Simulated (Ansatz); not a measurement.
TiO₂, space group C2/c, an SCF with some post-processing

Computed with Ansatz's Python interface.

The script reads `tio2.cif`:
```cif
data_TiO2
_cell_length_a 3.827349
_cell_length_b 3.827349
_cell_length_c 5.472039
_cell_angle_alpha 109.89336
_cell_angle_beta 109.89336
_cell_angle_gamma 90.01315
_symmetry_space_group_name_H-M 'P 1'
_symmetry_Int_Tables_number 1
loop_
_symmetry_equiv_pos_as_xyz
'x, y, z'
loop_
_atom_site_label
_atom_site_type_symbol
_atom_site_fract_x
_atom_site_fract_y
_atom_site_fract_z
Ti1 Ti    0.134110    0.865890    0.250000
Ti2 Ti    0.865890    0.134110    0.750000
O3 O    0.331221    0.088755    0.667149
O4 O    0.668779    0.911245    0.332851
O5 O    0.911245    0.668779    0.832851
O6 O    0.088755    0.331221    0.167149
```

Typed at the interpreter:
```pycon
>>> from dataclasses import dataclass
>>> import ansatz as az
>>> from ase.io import read
>>> import numpy as np
>>> import pandas as pd
>>> from pymatgen.core import Structure
>>> @dataclass(frozen=True)
... class RunConfig:
...     mesh: tuple[int, ...] = (5, 5, 4)
...     filling: str = "fixed"
...
>>> cfg = RunConfig()
>>> atoms = read("tio2.cif")
>>> tio2 = az.Crystal.from_ase(atoms)
>>> tio2.resolved().tree()["lattice"]
((3.827349, 0.0, 0.0), (-0.0008784179102867193, 3.827348899196802, 0.0), (-1.8619738737295592, -1.8624012658840696, 4.796636908908464))
>>> calc = (
...     tio2.calculation()
...     .functional(az.Functional.R2SCAN)
...     .pseudopotentials("paw")
...     .kpoints(mesh=cfg.mesh)
...     .occupations(cfg.filling)
...     .compute(bader_charges=True, band_table=True)
...     .cutoff_correction(900)
... )
>>> history = []
>>> res = calc.session().plan().execute(on_event=lambda event: history.append(event["data"]["dr2_ev"]) if event["event"] == "scf_iter" else None)
DeckWarning: basis.ecutwfc = 500 eV, auto-derived from the records' recommended cutoffs: set by Ti (their level for a meta-GGA)
>>> rep = res.report
>>> res.unlabelled_reasons
['no_forces']
>>> rep["n_kpoints"], rep["n_symmetry_ops"], rep["n_pw"]
(33, 4, 1741)
>>> rep["published_state_doubts"]
[]
>>> print("density residual by iteration (eV):", " ".join(f"{value:.1e}" for value in history[:40]))
density residual by iteration (eV): 6.1e-01 6.1e-02 7.5e-03 5.6e-04 4.3e-05 2.7e-06 5.3e-07 8.1e-09
>>> for key in ("converged", "n_iterations", "n_electrons", "n_kpoints", "n_pw", "n_symmetry_ops", "free_energy_ev", "fermi_energy_ev"):
...     print(f"{key:18s} {rep[key]}")
...
converged          True
n_iterations       8
n_electrons        48.0
n_kpoints          33
n_pw               1741
n_symmetry_ops     4
free_energy_ev     -7292.6126197739995
fermi_energy_ev    6.5717010243291
>>> # estimate of what a larger basis would gain, without a second SCF
>>> estimate = rep.get("cutoff_correction")
>>> if estimate:
...     print("towards {} eV the energy would change by {:.2f} meV/atom".format(estimate["reference_ecutwfc_ev"], 1000 * estimate["energy_ev"] / len(res.lattice.sites)))
...
towards 900.0 eV the energy would change by -4.29 meV/atom
>>> final = Structure(res.lattice.cell_ang, [s.symbol for s in res.lattice.sites], [s.position_frac for s in res.lattice.sites])
>>> print(final)
Full Formula (Ti2 O4)
Reduced Formula: TiO2
abc   :   3.827349   3.827349   5.472039
angles: 109.893360 109.893360  90.013150
pbc   :       True       True       True
Sites (6)
  #  SP           a         b         c
---  ----  --------  --------  --------
  0  Ti    0.13411   0.86589   0.25
  1  Ti    0.86589   0.13411   0.75
  2  O     0.331221  0.088755  0.667149
  3  O     0.668779  0.911245  0.332851
  4  O     0.911245  0.668779  0.832851
  5  O     0.088755  0.331221  0.167149
>>> basins = res.bader_charges()
>>> frame = pd.DataFrame([(a.symbol, a.partial_charge_e, a.basin.volume_ang3) for a in basins.atoms], columns=["atom", "charge (e)", "volume (A^3)"])
>>> frame.round(3)
  atom  charge (e)  volume (A^3)
0   Ti       2.373         7.043
1   Ti       2.373         7.043
2    O      -1.187        14.045
3    O      -1.187        14.045
4    O      -1.187        14.045
5    O      -1.187        14.044
>>> print("sum of charges", round(frame["charge (e)"].sum(), 4), " sum of volumes", round(frame["volume (A^3)"].sum(), 3))
sum of charges 0.0  sum of volumes 70.264
>>> # count neighbours out to a fixed multiple of the shortest distance
>>> for index, (site, neighbours) in enumerate(zip(final, final.get_all_neighbors(5.5))):
...     first = min(n.nn_distance for n in neighbours)
...     shell = [n for n in neighbours if n.nn_distance < 1.15 * first]
...     mean = sum(n.nn_distance for n in shell) / len(shell)
...     print(f"atom {index} {site.specie.symbol}: {len(shell)} neighbours within 1.15 of the shortest distance, mean {mean:.3f} A")
...
atom 0 Ti: 6 neighbours within 1.15 of the shortest distance, mean 1.971 A
atom 1 Ti: 6 neighbours within 1.15 of the shortest distance, mean 1.971 A
atom 2 O: 3 neighbours within 1.15 of the shortest distance, mean 1.971 A
atom 3 O: 3 neighbours within 1.15 of the shortest distance, mean 1.971 A
atom 4 O: 3 neighbours within 1.15 of the shortest distance, mean 1.971 A
atom 5 O: 3 neighbours within 1.15 of the shortest distance, mean 1.971 A
>>> # band edges over the mesh points; the true edges can lie between them
>>> levels = np.array(rep["eigenvalues_ev"])
>>> filled = round(rep["n_electrons"] / 2)
>>> top, bottom = levels[:, filled - 1], levels[:, filled]
>>> print("top of band", filled, "at k =", rep["kpoints_frac"][top.argmax()], f"{top.max():.4f} eV")
top of band 24 at k = [0.4, -0.4, 0.0] 6.5717 eV
>>> print("bottom of band", filled + 1, "at k =", rep["kpoints_frac"][bottom.argmin()], f"{bottom.min():.4f} eV")
bottom of band 25 at k = [0.0, 0.0, 0.0] 8.9939 eV
>>> print(f"gap by band count {bottom.min() - top.max():.3f} eV, least direct gap {(bottom - top).min():.3f} eV")
gap by band count 2.422 eV, least direct gap 2.780 eV
```

Total energies depend on the potentials; only differences at equal settings carry meaning. Spin is left out of this run. Along an axis with an odd division the mesh misses the point at one half; a gap read on a finite mesh is an upper bound on this functional's gap. Semilocal gaps usually lie well under measured ones. The computed bands are complete only to about 3.9 eV above the Fermi level. Under fixed occupations the level called the Fermi level is the highest filled one on the SCF mesh; off the mesh a filled band can lie a little above it. The zero of the levels is a convention of the potentials, so an absolute Fermi energy is no work function. Bader volumes count only the part of each basin above a small density, so their sum can fall short of the cell. This cell is a computed structure, which may not be the phase found in nature. Gaps and levels are Kohn-Sham values on a finite set of k-points. Warnings are shown shortened and without file and line. Hardware and time: 66 s on 1 thread of Arm Neoverse V1, on a shared host, peak memory 0.62 GiB.

(Lines on the test bed's own set-up are left out of the output.)
